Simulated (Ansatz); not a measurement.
Runs of Ansatz 0.2.0 on HfO2. Symmetry: Pca2_1, No. 29, orthorhombic system. Conventional cell: a = 5.219 Å, b = 5.005 Å, c = 5.033 Å, α = 90.00°, β = 90.00°, γ = 90.00°. Around Hf (site symmetry 1) lie 7 O at 2.02 to 2.23 Å. Around O (site symmetry 1) lie 3 Hf at 2.02 to 2.13 Å. O (site symmetry 1) has 4 Hf at 2.11 to 2.23 Å as nearest neighbours. Measurements of this composition are mostly on another form, of space group No. 14.

```tsv
task	level	cell	cutoff (eV)	points for each segment of the path	gap on the mesh (eV)	pressure (GPa)	relaxed volume (Å³/atom)	largest force (eV/Å)
band structure	r2SCAN	as given	500	10	5.00	(c)	-	0.07
relaxation of cell and atoms	BLYP	relaxed	420	-	4.39	0.0	11.78	-
band structure	RPBE	as given	420	10	(a)	(d)	-	0.14
band structure	BLYP	as given	420	10	(b)	16.5	-	0.16
relaxation of cell and atoms	PBEsol	relaxed	420	-	4.36	0.0	11.02	-
relaxation of cell and atoms	revPBE	relaxed	420	-	4.42	0.0	11.61	-
```

Alike in all rows: potentials or basis Ansatz PAW; no spin polarisation; k mesh 5 × 6 × 5; smearing fermi-dirac 0.05 eV.

**Question.** Estimate the missing entries.

**Answer.** (a) 4.57; (b) 4.52; (c) 4.0; (d) 14.9.

Caveats: spin-orbit coupling is left out, which moves the levels of the heavy elements; the PAW data sets come from PBE, with cores solved anew for the run's functional, which leaves a small shift of forces and pressure; odd divisions of the mesh miss points on the zone boundary, where band edges often lie, so the gap on the mesh can be too wide (some runs); the plane-wave basis is chosen anew once the cell has moved, so the energies of steps on either side of that aren't comparable (some runs); so large a pressure means that the cell lies far from this level's equilibrium, or that cutoff or potentials fall short (some runs).

A k mesh can miss the band edges, and the runs leave out spin-orbit coupling on Hf.

Runs at the PBE level aren't shown here.
